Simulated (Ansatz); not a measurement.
Run on HfN (NiAs type): DFT, PBE, all-electron LAPW, scalar-relativistic (Ansatz 0.2.0). This run: volume at 0.8 of the series' base cell.

The cell comes from a relaxation on PAW files under the same functional, begun from a prototype that needn't be the stable phase.

Command: `ansatz run input.yaml --threads 1 --pin off --max-ram 3072MiB --backend cpu --events-out ev --progress --plain --runs-dir out` It took 57 s on 1 thread of Intel(R) Xeon(R) Platinum 8488C (Sapphire Rapids), on a shared host, peak memory 0.67 GiB.

```yaml
crystal:
  lattice:
    - [2.903523992, 0.0, 0.0]
    - [-1.451761996, 2.5145255375, 0.0]
    - [0.0, 0.0, 5.3643706149]
  atoms:
    - { symbol: Hf, position: [0.0, 0.0, 0.0] }
    - { symbol: Hf, position: [0.0, 0.0, 0.5] }
    - { symbol: "N", position: [0.3333333333, 0.6666666667, 0.25] }
    - { symbol: "N", position: [0.6666666667, 0.3333333333, 0.75] }
kpoints:
  mp_grid: { grid: [10, 10, 6] }
scf:
  occupations: { method: fermi_dirac, width: 0.05 }
hamiltonian:
  xc: pbe
  pseudopotentials: { kind: all_electron, lapw: { basis_error: 0.001 } }
output:
  forces: true
  stress: true
  eigenvalues: true
  populations: true
```

Output:

```
Hf: projections on atomic orbitals take those of the free atom 1s2 2s2 2p6 3s2 3p6 3d10 4s2 4p6 4d10 4f14 5s2 5p6 5d2 6s2, of charge +0.00 (hamiltonian.pseudopotentials.projection_atoms)
N: projections on atomic orbitals take those of the free atom 1s2 2s2 2p3, of charge +0.00 (hamiltonian.pseudopotentials.projection_atoms)
LAPW: plane waves up to 10.039 Å⁻¹, error target 1.0e-3 eV per atom; small_component_spin mean_spin; N in spheres of 0.900 Å, 7 of its electrons in bands, Dirac shells []; Hf in spheres of 1.247 Å, 44 of its electrons in bands, Dirac shells [] (how accurate: hamiltonian.pseudopotentials.lapw.basis_error, Limitations)
Engine: ansatz 0.2.0
Pseudopotentials: kind: all_electron
Pseudopotential: Hf, LAPW, valence charge 44, lapw/all_electron/scalar/gaussian/Hf, Koelling and Harmon's equation, gaussian nucleus
Pseudopotential: N, LAPW, valence charge 7, lapw/all_electron/scalar/gaussian/N, Koelling and Harmon's equation, gaussian nucleus
Functional definition: PBE
  parameter kappa = 0.804
  parameter beta = 0.06672455060314922
  exchange = pbe_x(kappa = kappa, mu = beta*pi^2/3)
  correlation = pbe_c(beta = beta)
Crystal: 4 atoms, lattice volume = 39.165 Å³
Basis set: ecut = 383.94174811849575 eV, 665 PW (Γ), exchange–correlation at level 2
Bands: 62, of which v1, the nominal top of the filled ones, is band 51 counted from 1 (50 counted from 0)
Symmetry: 24 space group operations
Space group: P63/mmc (ITA 194), of the structure as read, at distance tolerance 3.4e-5 Å
k-points: 56 of 600
Non-local potential: Hf, projectors of the file, none
Non-local potential: N, projectors of the file, none
Initial density: superposition of atomic densities (chi_scale 0.1, normalization cell, long waves kept (reshape's long-wave potential 0.00 eV rms))
Initial wavefunctions: plane waves of lowest kinetic energy (no species holds an atomic orbital)
Functional: x = pbe(κ = 0.804, μ = 0.2195149727645171), c = pbe(β = 0.06672455060314922)
iter 1 solved again at ethr=9.47e-3 eV; its pass at ethr=1.00e-1 eV (dr2=9.66e0 eV) is discarded
SCF iter   1: F=—  HF=-823488.071038 eV  |F-HF|=—  |Δ(HF+E_count)|=         —  Δρ=1.46e-1  dr2=9.66e0  ethr=9.47e-3  ⟨swp⟩=2.0  Hψ=21584  notcnv=0
preconditioner: auto → Kerker (q_TF=auto, 3.200 Å⁻¹)  [metal: Δε(μ)=0.021 eV  Ē_g=20.099 eV  σ=0.050 eV  W_gap=0.10  n_scr=22 (ndim 8)  ℏωp=45.2 eV  f_vac=0.000  D(μ)=1.62/eV (n_scr^D=10)]
iter 2 solved again at ethr=6.97e-4 eV; its pass at ethr=9.47e-3 eV (dr2=7.11e-1 eV) is discarded
SCF iter   2: F=—  HF=-823484.069799 eV  |F-HF|=—  |Δ(HF+E_count)|=    4.00e0  Δρ=3.96e-2  dr2=7.11e-1  ethr=6.97e-4  ⟨swp⟩=2.0  Hψ=17500  notcnv=0
SCF iter   3: F=—  HF=-823484.002100 eV  |F-HF|=—  |Δ(HF+E_count)|=         —  Δρ=3.82e-2  dr2=7.26e-1  ethr=6.97e-4  ⟨swp⟩=2.0  Hψ=10845  notcnv=0
the basis was enlarged: its passes take 1.4 MiB over the memory plan, 1 of 1 planned eigensolver slots
SCF iter   4: F=—  HF=-823483.996250 eV  |F-HF|=—  |Δ(HF+E_count)|=   5.85e-3  Δρ=2.38e-2  dr2=2.86e-1  ethr=6.97e-4  ⟨swp⟩=2.0  Hψ=9936  notcnv=0
SCF iter   5: F=—  HF=-823483.875970 eV  |F-HF|=—  |Δ(HF+E_count)|=   1.20e-1  Δρ=4.80e-3  dr2=7.50e-3  ethr=2.81e-4  ⟨swp⟩=2.0  Hψ=10693  notcnv=0
SCF iter   6: F=—  HF=-823483.874443 eV  |F-HF|=—  |Δ(HF+E_count)|=   1.53e-3  Δρ=1.54e-3  dr2=1.02e-3  ethr=7.35e-6  ⟨swp⟩=2.0  Hψ=10432  notcnv=0
SCF iter   7: F=—  HF=-823483.874444 eV  |F-HF|=—  |Δ(HF+E_count)|=   1.40e-6  Δρ=4.12e-4  dr2=5.80e-5  ethr=1.00e-6  ⟨swp⟩=2.0  Hψ=10432  notcnv=0
SCF iter   8: F=—  HF=-823483.874454 eV  |F-HF|=—  |Δ(HF+E_count)|=   1.03e-5  Δρ=6.35e-5  dr2=1.19e-6  ethr=5.69e-8  ⟨swp⟩=3.0  Hψ=10733  notcnv=0
SCF iter   9: F=—  HF=-823483.874455 eV  |F-HF|=—  |Δ(HF+E_count)|=   9.66e-8  Δρ=1.85e-5  dr2=1.27e-7  ethr=1.17e-9  ⟨swp⟩=2.6  Hψ=10488  notcnv=0
SCF iter  10: F=-823483.874455 eV  HF=-823483.874455 eV  |F-HF|=1.57e-8  |Δ(HF+E_count)|=   8.96e-9  Δρ=6.32e-6  dr2=2.15e-8  ethr=1.24e-10  ⟨swp⟩=2.8  Hψ=10509  notcnv=0
SCF 1 converged in 10 iterations: F = -823483.874455 eV  dr2 = 2.15e-8
SCF converged after 10 iterations
Free energy (F): -823483.874455 eV
Harris-Foulkes:  -823483.874455 eV  (|F-HF|=1.57e-8)
Internal energy: -823483.858572 eV  (E = F + TS)
E sigma→0 (E₀):  -823483.866513 eV
Entropy (-TS):   -0.015882 eV (-3.971 meV/atom)
Fermi energy:    28.063032 eV
--- Per-component energies (eV) ---
  E_band       = -10241.762018
  E_kinetic    = 915995.350585
  E_xc         = -17221.102240
  E_electrostatic = -1722258.106918  (all electrons and nuclei)
  E_smearing   = -0.015882  (= −TS)
  E_closure    = 0.000000  (closes the sum)
  E_atoms      = -823449.327090  (free atoms, spherical and without spin; not in F)
  Σ components = -823483.874455   (vs F -823483.874455, Δ=0.00e0)
  Basis errors (estimates in eV, not in F): energy 3.4e-4 per atom: plane waves 3.0e-4 (1.7e-4 summed), levels above the bands 1.4e-101, relativity 6.6e-8, radial functions 3.8e-5, core shells 7.2e-12; eigenvalues (radial functions only) 8.0e-6; not estimated: angular momenta, meshes, grids; target (lapw.basis_error) 1.0e-3; muffin-tin radii N 0.900 Å, Hf 1.247 Å
--- Forces (eV/Å), atoms counted from 1 ---
  atom   1  Hf     0.00000000    -0.00000000     0.00000000
  atom   2  Hf     0.00000000    -0.00000000     0.00000000
  atom   3  N      0.00000000    -0.00000000     0.00000000
  atom   4  N     -0.00000000     0.00000000    -0.00000000
  max |Σ_I F_I| component: 2.31e-18 eV/Å
--- Stress (GPa, compression-positive) ---
       84.874460       0.000000      -0.000000
        0.000000      84.874460       0.000000
       -0.000000       0.000000      84.988526
  P = ⅓ Tr σ = 84.9125 GPa (849.125 kbar)
--- Band table (eV; the first three rows and the last of 56) ---
  k-point 0: bands = ["-478.3701", "-478.3701", "-348.7581", "-348.7581", "-345.1074", "-345.1074", "-345.1074", "-345.1074", "-345.0444", "-345.0444", "-172.9784", "-172.9784", "-172.9784", "-172.9784", "-172.9359", "-172.9359", "-172.9359", "-172.9359", "-172.9023", "-172.9022", "-33.8536", "-33.6802", "-4.1073", "-2.1375", "-2.1375", "-1.9039", "-1.9039", "-1.8098", "10.1949", "13.4648", "16.2758", "16.3503", "16.3503", "16.3650", "16.4930", "16.4930", "16.4950", "16.4950", "16.5504", "16.5521", "16.5541", "16.6229", "16.6229", "16.6521", "18.9188", "22.3999", "22.3999", "24.5212", "25.2656", "25.9684", "25.9684", "29.1099", "29.1099", "29.3224", "29.3224", "32.5857", "33.8881", "34.3230", "35.0061", "35.0061", "36.8397", "36.8397"]
  k-point 1: bands = ["-478.3701", "-478.3701", "-348.7581", "-348.7581", "-345.1074", "-345.1074", "-345.1074", "-345.1074", "-345.0444", "-345.0444", "-172.9784", "-172.9784", "-172.9784", "-172.9784", "-172.9359", "-172.9359", "-172.9359", "-172.9359", "-172.9023", "-172.9022", "-33.8422", "-33.6920", "-3.9758", "-2.1222", "-2.1222", "-1.9938", "-1.9199", "-1.9199", "10.4098", "13.2117", "16.2761", "16.3592", "16.3592", "16.3645", "16.4849", "16.4849", "16.4999", "16.4999", "16.5383", "16.5505", "16.5520", "16.5544", "16.6115", "16.6115", "19.3512", "22.5557", "22.5557", "23.8628", "25.4941", "25.4941", "25.9697", "29.4852", "29.4852", "29.6005", "29.6005", "32.9102", "32.9220", "34.6341", "34.6341", "34.6586", "36.4466", "36.4466"]
  k-point 2: bands = ["-478.3701", "-478.3701", "-348.7581", "-348.7581", "-345.1074", "-345.1074", "-345.1074", "-345.1074", "-345.0444", "-345.0444", "-172.9784", "-172.9784", "-172.9784", "-172.9784", "-172.9359", "-172.9359", "-172.9359", "-172.9359", "-172.9023", "-172.9023", "-33.8109", "-33.7242", "-3.6038", "-2.4681", "-2.0801", "-2.0801", "-1.9633", "-1.9633", "10.9842", "12.5689", "16.2803", "16.3419", "16.3843", "16.3843", "16.4572", "16.4572", "16.4583", "16.5011", "16.5198", "16.5198", "16.5508", "16.5517", "16.5831", "16.5831", "20.3468", "22.7789", "23.0069", "23.0069", "24.5896", "24.5896", "27.2909", "29.9239", "29.9239", "30.3508", "30.3508", "31.0873", "33.7286", "34.1168", "34.1168", "34.8220", "35.4771", "35.4771"]
  k-point 55: bands = ["-478.3701", "-478.3701", "-348.7581", "-348.7581", "-345.1074", "-345.1074", "-345.1074", "-345.1074", "-345.0444", "-345.0444", "-172.9784", "-172.9784", "-172.9784", "-172.9784", "-172.9359", "-172.9359", "-172.9359", "-172.9359", "-172.9023", "-172.9023", "-33.6116", "-33.6116", "-3.3376", "-3.3376", "-3.0117", "-3.0117", "-2.5719", "-2.5719", "12.5634", "12.5634", "16.3803", "16.3803", "16.4304", "16.4304", "16.4765", "16.4765", "16.4932", "16.4932", "16.5142", "16.5142", "16.5502", "16.5502", "16.6439", "16.6439", "20.7984", "20.7984", "22.3103", "22.3103", "23.3686", "23.3686", "28.9455", "28.9455", "31.7174", "31.7174", "33.2639", "33.2639", "35.2776", "35.2776", "39.3769", "39.3769", "40.7316", "40.7316"]
--- Löwdin populations: 4 sites ---
  site symbol       q [e]
     0     Hf     71.3502
     1     Hf     71.3502
     2      N      7.6051
     3      N      7.6051
  spilling = 0.000565 (of n_electrons = 158.000000)
```

populations.tsv:

```
# site	symbol	l	j	q
# orbitals = lowdin
# n_electrons = 158.000000
# spilling = 0.000565
# projection_atom_Hf: 1s2 2s2 2p6 3s2 3p6 3d10 4s2 4p6 4d10 4f14 5s2 5p6 5d2 6s2
# projection_atom_N: 1s2 2s2 2p3
0	Hf	0_1S	-	1.999999
0	Hf	0_2S	-	1.999961
0	Hf	0_3S	-	1.999508
0	Hf	0_4S	-	1.994965
0	Hf	0_5S	-	1.922077
0	Hf	0_6S	-	0.431635
0	Hf	1_2P	-	6.000000
0	Hf	1_3P	-	5.999995
0	Hf	1_4P	-	5.999709
0	Hf	1_5P	-	5.966572
0	Hf	2_3D	-	10.000000
0	Hf	2_4D	-	9.999857
0	Hf	2_5D	-	3.047371
0	Hf	3_4F	-	13.988588
1	Hf	0_1S	-	1.999999
1	Hf	0_2S	-	1.999961
1	Hf	0_3S	-	1.999508
1	Hf	0_4S	-	1.994965
1	Hf	0_5S	-	1.922077
1	Hf	0_6S	-	0.431635
1	Hf	1_2P	-	6.000000
1	Hf	1_3P	-	5.999995
1	Hf	1_4P	-	5.999709
1	Hf	1_5P	-	5.966572
1	Hf	2_3D	-	10.000000
1	Hf	2_4D	-	9.999857
1	Hf	2_5D	-	3.047371
1	Hf	3_4F	-	13.988588
2	N	0_1S	-	1.994403
2	N	0_2S	-	1.407118
2	N	1_2P	-	4.203583
3	N	0_1S	-	1.994403
3	N	0_2S	-	1.407118
3	N	1_2P	-	4.203583
```

Next run (volume at 0.72 of the series' base cell), as changes to the input before:

```diff
   lattice:
-    - [2.903523992, 0.0, 0.0]
-    - [-1.451761996, 2.5145255375, 0.0]
-    - [0.0, 0.0, 5.3643706149]
+    - [2.779472473, 0.0, 0.0]
+    - [-1.3897362365, 2.4070937708, 0.0]
+    - [0.0, 0.0, 5.2685046498]
   atoms:
```

Results part of the output:

```
SCF 1 converged in 10 iterations: F = -823481.015716 eV  dr2 = 2.07e-8
SCF converged after 10 iterations
Free energy (F): -823481.015716 eV
Harris-Foulkes:  -823481.015716 eV  (|F-HF|=2.33e-10)
Internal energy: -823480.997183 eV  (E = F + TS)
E sigma→0 (E₀):  -823481.006449 eV
Entropy (-TS):   -0.018534 eV (-4.633 meV/atom)
Fermi energy:    31.008167 eV
--- Per-component energies (eV) ---
  E_band       = -9905.648842
  E_kinetic    = 916032.599538
  E_xc         = -17227.708827
  E_electrostatic = -1722285.887893  (all electrons and nuclei)
  E_smearing   = -0.018534  (= −TS)
  E_closure    = 0.000000  (closes the sum)
  E_atoms      = -823449.327090  (free atoms, spherical and without spin; not in F)
[... lines left out ...]
      153.832616       0.000000       0.000000
        0.000000     153.832616       0.000000
        0.000000       0.000000     154.154894
  P = ⅓ Tr σ = 153.9400 GPa (1539.400 kbar)
--- Band table (eV; the first three rows and the last of 56) ---
  k-point 0: bands = ["-474.9489", "-474.9489", "-345.3278", "-345.3278", "-341.6843", "-341.6843", "-341.6843", "-341.6843", "-341.6154", "-341.6154", "-169.5532", "-169.5532", "-169.5532", "-169.5532", "-169.5043", "-169.5043", "-169.5042", "-169.5042", "-169.4725", "-169.4724", "-30.6018", "-30.3807", "-1.3429", "1.3608", "1.3608", "1.4715", "1.6412", "1.6412", "12.7686", "16.7541", "19.5875", "19.7002", "19.7002", "19.7245", "19.8999", "19.8999", "19.9059", "19.9059", "19.9494", "19.9942", "19.9960", "20.0585", "20.0585", "20.0944", "21.6090", "25.2576", "25.2576", "27.1210", "28.4445", "29.2298", "29.2298", "32.2224", "32.2224", "32.6929", "32.6929", "37.1434", "37.1769", "38.1076", "38.8512", "38.8512", "40.8285", "40.8285"]
  k-point 1: bands = ["-474.9489", "-474.9489", "-345.3278", "-345.3278", "-341.6843", "-341.6843", "-341.6843", "-341.6843", "-341.6154", "-341.6154", "-169.5532", "-169.5532", "-169.5532", "-169.5532", "-169.5043", "-169.5043", "-169.5042", "-169.5042", "-169.4725", "-169.4724", "-30.5873", "-30.3958", "-1.1870", "1.2357", "1.3791", "1.3791", "1.6219", "1.6219", "13.0408", "16.4430", "19.5866", "19.7118", "19.7118", "19.7181", "19.8853", "19.8853", "19.9139", "19.9139", "19.9284", "19.9303", "19.9943", "19.9959", "20.0444", "20.0444", "22.1530", "25.4301", "25.4301", "26.6733", "28.6779", "28.6779", "28.9731", "32.7918", "32.7918", "32.8622", "32.8622", "36.1415", "37.4743", "38.4516", "38.4546", "38.4546", "40.3886", "40.3886"]
  k-point 2: bands = ["-474.9489", "-474.9489", "-345.3278", "-345.3278", "-341.6843", "-341.6843", "-341.6843", "-341.6843", "-341.6154", "-341.6154", "-169.5532", "-169.5532", "-169.5532", "-169.5532", "-169.5042", "-169.5042", "-169.5042", "-169.5042", "-169.4725", "-169.4724", "-30.5474", "-30.4369", "-0.7438", "0.6391", "1.4294", "1.4294", "1.5696", "1.5696", "13.7541", "15.6656", "19.5878", "19.6617", "19.7450", "19.7450", "19.8219", "19.8456", "19.8456", "19.8854", "19.9367", "19.9367", "19.9946", "19.9956", "20.0103", "20.0103", "23.2621", "25.7102", "25.9277", "25.9277", "27.6671", "27.6671", "30.2478", "33.3128", "33.3128", "33.6506", "33.6506", "34.1888", "37.8955", "37.8955", "38.1693", "38.7784", "39.3206", "39.3206"]
  k-point 55: bands = ["-474.9489", "-474.9489", "-345.3278", "-345.3278", "-341.6843", "-341.6843", "-341.6843", "-341.6843", "-341.6154", "-341.6154", "-169.5532", "-169.5532", "-169.5532", "-169.5532", "-169.5043", "-169.5043", "-169.5043", "-169.5043", "-169.4724", "-169.4724", "-30.2255", "-30.2255", "-0.4294", "-0.4294", "0.0389", "0.0389", "0.6698", "0.6698", "15.4641", "15.4641", "19.7501", "19.7501", "19.7621", "19.7621", "19.8689", "19.8689", "19.9097", "19.9097", "19.9277", "19.9277", "19.9681", "19.9681", "20.0935", "20.0935", "23.2979", "23.2979", "25.3554", "25.3554", "26.5029", "26.5029", "32.1112", "32.1112", "35.2738", "35.2738", "37.1524", "37.1524", "39.3532", "39.3532", "44.0001", "44.0001", "45.6029", "45.6029"]
--- Löwdin populations: 4 sites ---
  site symbol       q [e]
     0     Hf     71.4133
     1     Hf     71.4133
     2      N      7.5441
     3      N      7.5441
  spilling = 0.000539 (of n_electrons = 158.000000)
```

Next run (volume at 0.64 of the series' base cell), as changes to the input before:

```diff
   lattice:
-    - [2.779472473, 0.0, 0.0]
-    - [-1.3897362365, 2.4070937708, 0.0]
-    - [0.0, 0.0, 5.2685046498]
+    - [2.637492485, 0.0, 0.0]
+    - [-1.3187462425, 2.2841354943, 0.0]
+    - [0.0, 0.0, 5.2008836483]
   atoms:
```

Results part of the output:

```
SCF 1 converged in 10 iterations: F = -823476.039289 eV  dr2 = 3.12e-8
SCF converged after 10 iterations
Free energy (F): -823476.039289 eV
Harris-Foulkes:  -823476.039289 eV  (|F-HF|=1.29e-8)
Internal energy: -823476.029057 eV  (E = F + TS)
E sigma→0 (E₀):  -823476.034173 eV
Entropy (-TS):   -0.010233 eV (-2.558 meV/atom)
Fermi energy:    34.626029 eV
--- Per-component energies (eV) ---
  E_band       = -9500.518825
  E_kinetic    = 916081.187874
  E_xc         = -17235.740506
  E_electrostatic = -1722321.476425  (all electrons and nuclei)
  E_smearing   = -0.010233  (= −TS)
  E_closure    = 0.000000  (closes the sum)
  E_atoms      = -823449.327090  (free atoms, spherical and without spin; not in F)
[... lines left out ...]
      262.413714       0.000000      -0.000000
        0.000000     262.413714      -0.000000
       -0.000000      -0.000000     262.774781
  P = ⅓ Tr σ = 262.5341 GPa (2625.341 kbar)
--- Band table (eV; the first three rows and the last of 56) ---
  k-point 0: bands = ["-470.8549", "-470.8549", "-341.1144", "-341.1144", "-337.5901", "-337.5901", "-337.5901", "-337.5901", "-337.5064", "-337.5064", "-165.4577", "-165.4577", "-165.4577", "-165.4577", "-165.3939", "-165.3939", "-165.3939", "-165.3939", "-165.3636", "-165.3634", "-26.7787", "-26.5088", "1.8970", "5.2658", "5.6737", "5.6737", "5.9937", "5.9937", "16.0420", "20.9768", "23.5087", "23.7023", "23.7023", "23.7219", "23.9683", "23.9683", "24.0029", "24.0034", "24.0034", "24.1253", "24.1270", "24.1763", "24.1763", "24.2171", "25.0974", "28.9442", "28.9442", "30.2814", "32.4769", "33.3557", "33.3557", "36.0102", "36.0102", "36.9313", "36.9313", "40.7195", "42.8559", "42.9434", "43.5284", "43.5284", "45.5743", "45.5743"]
  k-point 1: bands = ["-470.8549", "-470.8549", "-341.1144", "-341.1144", "-337.5901", "-337.5901", "-337.5901", "-337.5901", "-337.5064", "-337.5064", "-165.4577", "-165.4577", "-165.4577", "-165.4577", "-165.3939", "-165.3939", "-165.3939", "-165.3939", "-165.3635", "-165.3634", "-26.7611", "-26.5273", "2.0767", "4.9681", "5.6945", "5.6945", "5.9716", "5.9716", "16.3950", "20.5919", "23.5064", "23.6938", "23.7170", "23.7170", "23.9340", "23.9477", "23.9477", "23.9802", "24.0123", "24.0123", "24.1254", "24.1269", "24.1596", "24.1596", "25.8164", "29.1338", "29.1338", "30.0586", "32.7008", "32.7008", "32.8031", "36.6808", "36.6808", "37.0977", "37.0977", "39.7375", "43.1322", "43.1322", "43.1810", "43.1879", "45.0981", "45.0981"]
  k-point 2: bands = ["-470.8549", "-470.8549", "-341.1144", "-341.1144", "-337.5901", "-337.5901", "-337.5901", "-337.5901", "-337.5064", "-337.5064", "-165.4577", "-165.4577", "-165.4577", "-165.4577", "-165.3939", "-165.3939", "-165.3939", "-165.3939", "-165.3635", "-165.3634", "-26.7126", "-26.5777", "2.5909", "4.2325", "5.7518", "5.7518", "5.9117", "5.9117", "17.2994", "19.6420", "23.5040", "23.5799", "23.7594", "23.7594", "23.8422", "23.8928", "23.8928", "23.9270", "24.0377", "24.0377", "24.1203", "24.1203", "24.1257", "24.1266", "27.0226", "29.3467", "29.6782", "29.6782", "31.5735", "31.5735", "33.8692", "37.5285", "37.5285", "37.6625", "37.6625", "37.7276", "42.5611", "42.5611", "43.6670", "43.6900", "43.9642", "43.9642"]
  k-point 55: bands = ["-470.8549", "-470.8549", "-341.1144", "-341.1144", "-337.5901", "-337.5901", "-337.5901", "-337.5901", "-337.5064", "-337.5064", "-165.4577", "-165.4577", "-165.4577", "-165.4577", "-165.3940", "-165.3940", "-165.3939", "-165.3939", "-165.3634", "-165.3634", "-26.1583", "-26.1583", "2.9070", "2.9070", "3.5903", "3.5903", "4.5742", "4.5742", "19.0924", "19.0924", "23.6517", "23.6517", "23.7622", "23.7622", "23.9188", "23.9188", "23.9923", "23.9923", "24.0222", "24.0222", "24.0681", "24.0681", "24.2392", "24.2392", "26.4366", "26.4366", "29.2414", "29.2414", "30.4150", "30.4150", "36.0487", "36.0487", "39.6010", "39.6010", "42.0259", "42.0259", "44.1490", "44.1490", "49.6303", "49.6303", "51.5328", "51.5328"]
--- Löwdin populations: 4 sites ---
  site symbol       q [e]
     0     Hf     71.4868
     1     Hf     71.4868
     2      N      7.4706
     3      N      7.4706
  spilling = 0.000540 (of n_electrons = 158.000000)
```

Spin–orbit coupling is left out, which matters for the heavy atoms.
